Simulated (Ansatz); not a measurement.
Results of RPBE (plane waves, PAW; Ansatz, a program for electronic structure) for cubic perovskite LaAlO₃ (cubic high-temperature phase).

Settings: plane-wave cutoff 520 eV, 10×10×10 k mesh, Fermi–Dirac smearing 0.01 eV, scalar-relativistic PAW data made under PBE.

The cell is scaled about its equilibrium volume:

```csv
V (Å³/atom),P (GPa),direct gap at Γ (eV),smallest gap on the k mesh (eV)
10.667,12.65,3.719,3.631
10.894,7.98,3.704,3.592
11.121,3.79,3.687,3.555
11.348,0.01,3.670,3.518
11.575,-3.39,3.651,3.482
11.801,-6.45,3.631,3.446
12.028,-9.21,3.610,3.411
```

The fundamental gap (3.52 eV at the equilibrium volume, with added k points) lies elsewhere than Γ–Γ.

Note: the relaxation could not lower the start's symmetry, so the cell can be a saddle point above a distorted one.

Spin–orbit coupling is not included.
